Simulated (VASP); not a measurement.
Input of a VASP 6.6.1 run:

The input INCAR:

```
SYSTEM = PbSe
PREC     = Accurate       ! precision mode
ENCUT    = 520            ! plane-wave cutoff, eV
EDIFF    = 1E-7           ! SCF threshold, eV
ISMEAR   = 0              ! smearing method
SIGMA    = 0.03           ! smearing width, eV
LREAL    = .False.        ! projectors in reciprocal space
LASPH    = .True.         ! aspherical terms in the spheres
NELM     = 80             ! most SCF steps
ALGO     = Normal         ! electronic algorithm
ISIF     = 2              ! what is computed and relaxed
LWAVE    = .False.        ! write WAVECAR
LCHARG   = .False.        ! write CHGCAR
NBANDS   = 17             ! bands
ICORELEVEL= 1
```

The input KPOINTS:

```
Automatic mesh
0
Gamma
  8 8 8
  0 0 0
```

Contents of POSCAR:

```
PbSe                                    
1.0
    0.0000000000      3.0229038105      3.0229038105
    3.0229038105      0.0000000000      3.0229038105
    3.0229038105      3.0229038105      0.0000000000
  Pb              Se            
     1     1
Direct
     0.0000000000000000    0.0000000000000000    0.0000000000000000
     0.5000000000000000    0.5000000000000000    0.5000000000000000
```

The input KPOINTS_OPT:

```
explicit points
209
Reciprocal
 0.0000000000  0.0000000000  0.0000000000 1
 0.0263157895  0.0000000000  0.0263157895 1
 0.0526315789  0.0000000000  0.0526315789 1
 0.0789473684  0.0000000000  0.0789473684 1
 0.1052631579  0.0000000000  0.1052631579 1
 0.1315789474  0.0000000000  0.1315789474 1
[... 201 lines left out ...]
 0.4250000000  0.0000000000  0.4250000000 1
 0.4500000000  0.0000000000  0.4500000000 1
```

Potentials or basis: VASP PAW LDA potentials, release 64 (Pb_d, Se).

Run with:

```bash
$ cat potpaw_LDA.64/Pb_d/POTCAR potpaw_LDA.64/Se/POTCAR > POTCAR
$ mpirun -np 1 vasp_std > vasp.out
```

(1) Predict the band gap on the k mesh.

(2) What does it give for the band gap along the path?

Answers

(1) 0.03 eV, direct.

(2) 0.03 eV, direct.

Caveat: spin-orbit coupling is left out, which as a rule narrows the gap of such compounds by several tenths of an eV.

**Measured values to compare with.**

A printed reference work, monograph reports, for a bulk crystal of PbSe at 4.2 K: band gap 0.15 eV (direct).

Measured gap of PbSe: 0.15 eV (direct; 4.2 K; a printed reference work, monograph). This calculation gives 0.03 eV (-0.12 eV). 2 values of this kind are on record (0.15 to 0.28 eV); this one was drawn at random. Spin-orbit coupling on Pb, Se is left out. The value is that of LDA, without temperature or zero-point motion. Semilocal functionals fall short of measured gaps as a rule.
